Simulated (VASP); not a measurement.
# Pd (P6_3/mmc) in VASP: a series of runs

Runs on Pd. Level: PBE. Tasks: single point.

Program: VASP 6.6.1. These are calculated values, not measurements. Logs are shortened: lines on timing, memory, paths and dates and some standing lists are left out, and cuts for length are marked.

## (1) The structure

Symmetry: P6_3/mmc, No. 194, hexagonal system. The conventional cell has a = 2.784 Å, b = 2.784 Å, c = 4.629 Å, α = 90.00°, β = 90.00°, γ = 120.00°. Pd (site symmetry -6m2) is surrounded by 12 Pd at 2.78 to 2.82 Å.

This isn't the form of Pd at room conditions, which is fcc.

## (2) Single point, PBE

The input, INCAR:

```
SYSTEM = Pd
PREC = Accurate ; ENCUT = 350
EDIFF = 1E-6 ; ISMEAR = -1
SIGMA = 0.2 ; LREAL = .FALSE.
LASPH = .TRUE. ; NELM = 100
ALGO = Normal ; ISIF = 2
LWAVE = .FALSE. ; LCHARG = .FALSE.
GGA = PE ; ADDGRID = .FALSE.
```

The input, KPOINTS:

```
Automatic mesh
0
G
  8 8 4
  0 0 0
```

The input, POSCAR:

```
Pd
1.0
    2.7836650458      0.0000000000      0.0000000000
   -1.3918325229      2.4107246453      0.0000000000
    0.0000000000      0.0000000000      4.6288930000
Pd
2
Direct
    0.3690330000      0.6707680000      0.2457130000
    0.7034100000      0.3270270000      0.7475630000
```

Potentials or basis: VASP PAW PBE potentials, release 64 (Pd).

The run is started by

```
cat potpaw_PBE.64/Pd/POTCAR > POTCAR
mpirun -np 1 vasp_std > vasp.out
```

OUTCAR:

```text
SYSTEM = Pd
   PREC = Accurate
   ENCUT = 350
   EDIFF = 1E-6
   ISMEAR = -1
   LREAL = .FALSE.
   LASPH = .TRUE.
   NELM = 100
   ISIF = 2
   GGA = PE

 Found    132 irreducible k-points:

 Following reciprocal coordinates:
            Coordinates               Weight
  0.000000  0.000000  0.000000      1.000000
  0.125000  0.000000  0.000000      2.000000
  0.000000  0.125000  0.000000      2.000000
 -0.125000  0.125000  0.000000      2.000000
  0.250000  0.000000  0.000000      2.000000
  0.000000  0.250000  0.000000      2.000000
   k-points           NKPTS =    132   k-points in BZ     NKDIM =    132   number of bands    NBANDS=     14
   number of dos      NEDOS =    301   number of ions     NIONS =      2
   total plane-waves  NPLWV =   9072
   dimension x,y,z NGX =    18 NGY =   18 NGZ =   28
   dimension x,y,z NGXF=    36 NGYF=   36 NGZF=   56
   ions per type =               2
   NGX,Y,Z   is equivalent  to a cutoff of  10.75, 10.75, 10.06 a.u.
   NGXF,Y,Z  is equivalent  to a cutoff of  21.50, 21.50, 20.11 a.u.
 SYSTEM =  Pd
   PREC   = accura    normal or accurate (medium, high low for compatibility)
   ISTART =      0    job   : 0-new  1-cont  2-samecut
   ICHARG =      2    charge: 1-file 2-atom 10-const
   ISPIN  =      1    spin polarized calculation?
   LNONCOLLINEAR =      F non collinear calculations
   LSORBIT =      F    spin-orbit coupling
   LASPH  =      T    aspherical Exc in radial PAW
   ENCUT  =  350.0 eV  25.72 Ry    5.07 a.u.   4.25  4.25  7.06*2*pi/ulx,y,z
   NELM   =    100;   NELMIN=  2; NELMDL= -5     # of ELM steps
   EDIFF  = 0.1E-05   stopping-criterion for ELM
   LREAL  =      F    real-space projection
   EDIFFG = 0.1E-04   stopping-criterion for IOM
   NSW    =      0    number of steps for IOM
   IBRION =     -1    ionic relax: 0-MD 1-quasi-New 2-CG
   NFREE  =      0    steps in history (QN), initial steepest desc. (CG)
   ISIF   =      2    stress and relaxation
   ISYM   =      2    0-nonsym 1-usesym 2-fastsym
   POTIM  = 0.5000    time-step for ionic-motion
   TEBEG  =    0.0;   TEEND  =   0.0 temperature during run
   PSTRESS=    0.0 pullay stress
   NELECT =      20.0000    total number of electrons
   NUPDOWN=      -1.0000    fix difference up-down
   EMIN   =  10.00;   EMAX   =-10.00  energy-range for DOS
   EFERMI =   0.00;   METHOD = LEGACY
   ISMEAR =    -1;   SIGMA  =   0.20  broadening in eV -4-tet -1-fermi 0-gaus
   EFERMI_NEDOS =   21; number of points for ismear=-14 and -15
   IALGO  =     38    algorithm
   IMIX   =      4    mixing-type and parameters
     AMIX     =   0.40;   BMIX     =  1.00
     AMIX_MAG =   1.60;   BMIX_MAG =  1.00
  volume/ion in A,a.u.               =      15.53       104.81
  Fermi-wavevector in a.u.,A,eV,Ry     =   1.413636  2.671385 27.189429  1.998367
  Thomas-Fermi vector in A             =   2.535261
   LORBIT       =      0    0 simple, 1 ext, 2 COOP (PROOUT), +10 PAW based schemes
   GGA     = PE    functional components
   LHFCALC =     F    Hartree Fock is set to
   AEXX    =    0.0000 exact exchange contribution
   IVDW    =     0    specifies the selected vdW correction
   LEPSILON=     F    determine dielectric tensor
   LRPA    =     F    only Hartree local field effects (RPA)
 non-spin polarized calculation
  energy-cutoff  :      350.00
  volume of cell :       31.06
 maximum number of plane-waves:       476
 NGX is ok and might be reduce to    18
   NGX =  9   NGY =  9   NGZ = 15

 number of electron      19.9999999 magnetization

 Free energy of the ion-electron system (eV)
  ---------------------------------------------------
  ext. energy  EPLUGINS =         0.00000000
  ---------------------------------------------------
  free energy    TOTEN  =       -10.60399976 eV

  energy without entropy =      -10.17468417  energy(sigma->0) =      -10.38934196

 E-fermi :   9.0434     XC(G=0): -12.8660

 val. band max:        9.0432621519   @ k =  -0.1250  -0.3750  -0.2500
 cond. band min:       9.0435532905   @ k =   0.3750   0.1250   0.2500
 fundamental gap:      0.0002911386
 Fermi energy:         9.0434161184

 k-point     1 :       0.0000    0.0000    0.0000
  band No.  band energies     occupation
      1       2.1874      2.00000
      2       4.0186      2.00000
      3       6.2192      2.00000
      4       6.4121      2.00000
      5       6.4331      2.00000
      6       6.7357      1.99998
      7       6.7625      1.99998
      8       7.3233      1.99963
      9       7.4244      1.99939
     10       8.6536      1.75070
     11       8.7480      1.62831
     12       9.9130      0.02554
     13      15.5852      0.00000
     14      26.0158      0.00000

 k-point     2 :       0.1250    0.0000    0.0000
  band No.  band energies     occupation
      1       2.6648      2.00000
      2       4.3386      2.00000
      3       5.9829      2.00000
      4       6.5363      1.99999
      5       6.7184      1.99998
      6       6.7378      1.99998
      7       6.9229      1.99995
      8       7.0387      1.99991
      9       7.2001      1.99980
     10       7.6221      1.99836
     11       8.7718      1.59094
     12      11.6939      0.00000
     13      15.6118      0.00000
     14      25.5014      0.00000
[... 37 lines left out ...]
      1       3.8060      2.00000
      2       4.6986      2.00000
      3       5.7319      2.00000
      4       5.9195      2.00000
      5       6.3705      2.00000
      6       6.8233      1.99997
      7       7.0893      1.99989
      8       7.4877      1.99916
      9       7.5686      1.99875
     10       7.7976      1.99606
     11       8.8788      1.38976
     12      14.2716      0.00000
     13      15.8136      0.00000
     14      21.4257      0.00000

 k-point     6 :       0.0000    0.2500    0.0000
  band No.  band energies     occupation
      1       3.8122      2.00000
      2       4.7098      2.00000
      3       5.7506      2.00000
      4       5.9039      2.00000
      5       6.3582      2.00000
      6       6.8425      1.99997
      7       7.0481      1.99991
      8       7.5020      1.99910
      9       7.5722      1.99872
     10       7.7907      1.99620
     11       8.8649      1.41890
     12      14.2977      0.00000
     13      15.8156      0.00000
     14      21.4143      0.00000

 [... further k-points ...]
[... 5 lines left out ...]
  --------------------------------------------------------------------------------------
  -------------------------------------------------------------------------------------
  Total       -0.1833755     -0.1033945     -0.5267649      0.0270038     -0.0025373      0.0017037
  in kB       -9.4582357     -5.3329328    -27.1697513      1.3928158     -0.1308718      0.0878745
  external PRESSURE =     -13.9869733 kB  Pullay stress =       0.0000000 kB

 VOLUME and BASIS-vectors are now :
 -----------------------------------------------------------------------------
  energy-cutoff  :      350.00
  volume of cell :       31.06
      direct lattice vectors                 reciprocal lattice vectors
     2.783665046  0.000000000  0.000000000     0.359238624  0.207406516  0.000000000
    -1.391832523  2.410724645  0.000000000     0.000000000  0.414813032  0.000000000
     0.000000000  0.000000000  4.628893000     0.000000000  0.000000000  0.216034374

 POSITION                                       TOTAL-FORCE (eV/Angst)
 -----------------------------------------------------------------------------------
      0.09367      1.61704      1.13738         0.020327     -0.032419      0.065676
      1.50289      0.78837      3.46039        -0.020327      0.032419     -0.065676
 -----------------------------------------------------------------------------------
    total drift:                               -0.000028     -0.000001      0.000140

  FREE ENERGIE OF THE ION-ELECTRON SYSTEM (eV)
  ---------------------------------------------------
  free  energy   TOTEN  =       -10.6039997611 eV

  energy  without entropy=      -10.1746841661  energy(sigma->0) =      -10.38934196
```

Run time: 13 s. Hardware: 1 thread of AMD EPYC 9R45 (Zen 5), shared host; peak memory 0.11 GiB.

The run converged, but some of its settings lie outside the range that counts as converged, so its numbers aren't taken as properties of the crystal.

Results:

```yaml
Free_energy: -10.6040 eV
Pressure: -1.4 GPa
Largest_force: 0.076 eV/Å
Band_gap_on_the_k_mesh: none (metal or under the smearing width)
```

## (3) Single point, PBE

INCAR: that of step 2 with these lines changed.

```diff
@@ -1,3 +1,3 @@
 SYSTEM = Pd
-PREC = Accurate ; ENCUT = 350
+PREC = Accurate ; ENCUT = 400
 EDIFF = 1E-6 ; ISMEAR = -1
```

KPOINTS is that of step 2.

The input, POSCAR:

```
Pd
1.0
    2.7836650458      0.0000000000      0.0000000000
   -1.3918325229      2.4107246453      0.0000000000
    0.0000000000      0.0000000000      4.6288930000
Pd
2
Direct
    0.3333333333      0.6666666667      0.2500000000
    0.6666666667      0.3333333333      0.7500000000
```

Potentials or basis: VASP PAW PBE potentials, release 64 (Pd).

The run is started by

```
cat potpaw_PBE.64/Pd/POTCAR > POTCAR
mpirun -np 1 vasp_std > vasp.out
```

OUTCAR:

```text
SYSTEM = Pd
   PREC = Accurate
   ENCUT = 400
   EDIFF = 1E-6
   ISMEAR = -1
   LREAL = .FALSE.
   LASPH = .TRUE.
   NELM = 100
   ISIF = 2
   GGA = PE

 Found     30 irreducible k-points:

 Following reciprocal coordinates:
            Coordinates               Weight
  0.000000  0.000000  0.000000      1.000000
  0.125000  0.000000  0.000000      6.000000
  0.250000  0.000000  0.000000      6.000000
  0.375000  0.000000  0.000000      6.000000
  0.500000  0.000000  0.000000      3.000000
  0.125000  0.125000  0.000000      6.000000
   k-points           NKPTS =     30   k-points in BZ     NKDIM =     30   number of bands    NBANDS=     14
[... 170 lines left out ...]
     12      13.5723      0.00000
     13      15.7437      0.00000
     14      23.7547      0.00000

 [... further k-points ...]
[... 5 lines left out ...]
  --------------------------------------------------------------------------------------
  -------------------------------------------------------------------------------------
  Total       -0.0417483     -0.0417483     -0.4346040     -0.0000000      0.0000000      0.0000000
  in kB       -2.1533154     -2.1533154    -22.4162325     -0.0000000      0.0000000      0.0000000
  external PRESSURE =      -8.9076211 kB  Pullay stress =       0.0000000 kB

 VOLUME and BASIS-vectors are now :
 -----------------------------------------------------------------------------
  energy-cutoff  :      400.00
  volume of cell :       31.06
      direct lattice vectors                 reciprocal lattice vectors
     2.783665046  0.000000000  0.000000000     0.359238624  0.207406516  0.000000000
    -1.391832523  2.410724645  0.000000000     0.000000000  0.414813032  0.000000000
     0.000000000  0.000000000  4.628893000     0.000000000  0.000000000  0.216034374

 POSITION                                       TOTAL-FORCE (eV/Angst)
 -----------------------------------------------------------------------------------
     -0.00000      1.60715      1.15722        -0.000000     -0.000000      0.000000
      1.39183      0.80357      3.47167         0.000000      0.000000     -0.000000
 -----------------------------------------------------------------------------------
    total drift:                               -0.000000      0.000000     -0.000000

  FREE ENERGIE OF THE ION-ELECTRON SYSTEM (eV)
  ---------------------------------------------------
  free  energy   TOTEN  =       -10.6040341944 eV

  energy  without entropy=      -10.1747704413  energy(sigma->0) =      -10.38940232
```

It took 4.6 s on 1 thread of AMD EPYC 9R45 (Zen 5), shared host; peak memory 0.09 GiB.

These settings aren't checked as converged: the numbers below hold their error.

Results:

- Free energy: -10.6040 eV
- Pressure: -0.9 GPa
- Band gap on the k mesh: none (metal or under the smearing width)

## (4) Single point, PBE

INCAR is that of step 3.

KPOINTS is that of step 3.

The input, POSCAR:

```
Pd
1.0
    2.7836650458      0.0000000000      0.0000000000
   -1.3918325229      2.4107246453      0.0000000000
    0.0000000000      0.0000000000      4.6288930000
Pd
2
Direct
    0.3690330000      0.6707680000      0.2457130000
    0.7034100000      0.3270270000      0.7475630000
```

The run is started by

```
cat potpaw_PBE.64/Pd/POTCAR > POTCAR
mpirun -np 1 vasp_std > vasp.out
```

Run time: 14 s. Hardware: 1 thread of AMD EPYC 9R45 (Zen 5), shared host; peak memory 0.12 GiB.

The run converged, but some of its settings lie outside the range that counts as converged, so its numbers aren't taken as properties of the crystal.

What came out:

* Free energy: -10.6032 eV
* Pressure: -0.9 GPa
* Largest force: 0.076 eV/Å
* Band gap on the k mesh: none (metal or under the smearing width)

## (5) Single point, PBE

INCAR: that of step 4 with these lines changed.

```diff
@@ -3,3 +3,3 @@
 EDIFF = 1E-6 ; ISMEAR = -1
-SIGMA = 0.2 ; LREAL = .FALSE.
+SIGMA = 0.4 ; LREAL = .FALSE.
 LASPH = .TRUE. ; NELM = 100
```

KPOINTS is that of step 4.

The input, POSCAR:

```
Pd
1.0
    2.7836650458      0.0000000000      0.0000000000
   -1.3918325229      2.4107246453      0.0000000000
    0.0000000000      0.0000000000      4.6288930000
Pd
2
Direct
    0.3333333333      0.6666666667      0.2500000000
    0.6666666667      0.3333333333      0.7500000000
```

The run is started by

```
cat potpaw_PBE.64/Pd/POTCAR > POTCAR
mpirun -np 1 vasp_std > vasp.out
```

Run time: 4.6 s. Hardware: 1 thread of AMD EPYC 9R45 (Zen 5), shared host; peak memory 0.1 GiB.

These settings aren't checked as converged: the numbers below hold their error.

What came out:

- Free energy: -11.1232 eV
- Pressure: 0.8 GPa
- Band gap on the k mesh: none (metal or under the smearing width)

## (6) Single point, PBE

INCAR is that of step 5.

KPOINTS is that of step 5.

The input, POSCAR:

```
Pd
1.0
    2.7836650458      0.0000000000      0.0000000000
   -1.3918325229      2.4107246453      0.0000000000
    0.0000000000      0.0000000000      4.6288930000
Pd
2
Direct
    0.3690330000      0.6707680000      0.2457130000
    0.7034100000      0.3270270000      0.7475630000
```

Potentials or basis: VASP PAW PBE potentials, release 64 (Pd).

The run is started by

```
cat potpaw_PBE.64/Pd/POTCAR > POTCAR
mpirun -np 1 vasp_std > vasp.out
```

OUTCAR:

```text
SYSTEM = Pd
   PREC = Accurate
   ENCUT = 400
   EDIFF = 1E-6
   ISMEAR = -1
   LREAL = .FALSE.
   LASPH = .TRUE.
   NELM = 100
   ISIF = 2
   GGA = PE

 Found    132 irreducible k-points:

 Following reciprocal coordinates:
            Coordinates               Weight
  0.000000  0.000000  0.000000      1.000000
  0.125000  0.000000  0.000000      2.000000
  0.000000  0.125000  0.000000      2.000000
 -0.125000  0.125000  0.000000      2.000000
  0.250000  0.000000  0.000000      2.000000
  0.000000  0.250000  0.000000      2.000000
   k-points           NKPTS =    132   k-points in BZ     NKDIM =    132   number of bands    NBANDS=     14
[... 170 lines left out ...]
     12      14.2860      0.00001
     13      15.8099      0.00000
     14      21.4100      0.00000

 [... further k-points ...]
[... 5 lines left out ...]
  --------------------------------------------------------------------------------------
  -------------------------------------------------------------------------------------
  Total        0.2828636      0.3637936     -0.1705236      0.0277392     -0.0026653      0.0016267
  in kB       14.5896833     18.7639345     -8.7953538      1.4307477     -0.1374717      0.0839014
  external PRESSURE =       8.1860880 kB  Pullay stress =       0.0000000 kB

 VOLUME and BASIS-vectors are now :
 -----------------------------------------------------------------------------
  energy-cutoff  :      400.00
  volume of cell :       31.06
      direct lattice vectors                 reciprocal lattice vectors
     2.783665046  0.000000000  0.000000000     0.359238624  0.207406516  0.000000000
    -1.391832523  2.410724645  0.000000000     0.000000000  0.414813032  0.000000000
     0.000000000  0.000000000  4.628893000     0.000000000  0.000000000  0.216034374

 POSITION                                       TOTAL-FORCE (eV/Angst)
 -----------------------------------------------------------------------------------
      0.09367      1.61704      1.13738         0.022986     -0.035700      0.064438
      1.50289      0.78837      3.46039        -0.022986      0.035700     -0.064438
 -----------------------------------------------------------------------------------
    total drift:                               -0.000018     -0.000004      0.000094

  FREE ENERGIE OF THE ION-ELECTRON SYSTEM (eV)
  ---------------------------------------------------
  free  energy   TOTEN  =       -11.1223080698 eV

  energy  without entropy=       -9.9164682622  energy(sigma->0) =      -10.51938817
```

It took 15 s on 1 thread of AMD EPYC 9R45 (Zen 5), shared host; peak memory 0.12 GiB.

The run converged, but some of its settings lie outside the range that counts as converged, so its numbers aren't taken as properties of the crystal.

Results:

| Item | Value |
| --- | --- |
| Free energy | -11.1223 eV |
| Pressure | 0.8 GPa |
| Largest force | 0.077 eV/Å |
| Band gap on the k mesh | none (metal or under the smearing width) |

## (7) The reference run

An earlier run on the cell as given: functional PBEsol; potentials or basis VASP PAW PBE potentials, release 64 (Pd); cutoff 520 eV; k mesh 11 × 11 × 6; occupations fermi-dirac, width 0.05 eV; no spin polarisation.

- Pressure: -10.6 GPa
- Band gap on the k mesh: none (metal or under the smearing width)
